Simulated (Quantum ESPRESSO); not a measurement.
PbS (Galena): zone-centre phonons and dielectric response under several settings

```xyz
2
Lattice="0.0000 2.9657 2.9657 2.9657 0.0000 2.9657 2.9657 2.9657 0.0000" Properties=species:S:1:pos:R:3 pbc="T T T"
Pb    0.0000    0.0000    0.0000
S     2.9657    2.9657    2.9657
```

All runs used Quantum ESPRESSO 7.5; k mesh 6 × 6 × 6, shifted; relaxed cell; no spin polarisation; cutoff 762 eV; occupations smeared at first, fixed for the response.

| level | potentials | volume (Å³/atom) | lowest optical mode without the field (cm⁻¹) | highest mode with the field (cm⁻¹) | ε∞ (mean) | Born charge of atom 1 (e) | sum of the Born charges (e) |
| --- | --- | --- | --- | --- | --- | --- | --- |
| LDA | PseudoDojo 0.4.1 SR LDA standard | 24.97 | 84 | 220 | 18.62 | 4.66 | 0.03 |
| PBE | PseudoDojo 0.4.1 SR PBE standard | 27.12 | 50 | 213 | 14.91 | 4.43 | 0.02 |
| revPBE | PseudoDojo 0.4.1 SR PBE standard | 27.80 | 26 | 211 | 13.96 | 4.38 | 0.02 |
| WC | PseudoDojo 0.4.1 SR PBE standard | ? | ? | ? | ? | ? | ? |
| vdW-DF-cx | PseudoDojo 0.4.1 SR PBE standard | 26.01 | 82 | 222 | 16.48 | 4.54 | 0.03 |

**Question.** What stands in the row left open?

**Answer.** Volume 25.79 Å³/atom; lowest optical mode without the field 80 cm⁻¹; highest mode with the field 218 cm⁻¹; ε∞ 17.27; Born charge of atom 1 4.56 e; sum of the Born charges 0.03 e.

Caveats: the potentials were made for another functional, which shifts forces and pressure (some runs).

For the row left open. Caveat: the potentials were made for another functional, which shifts forces and pressure.
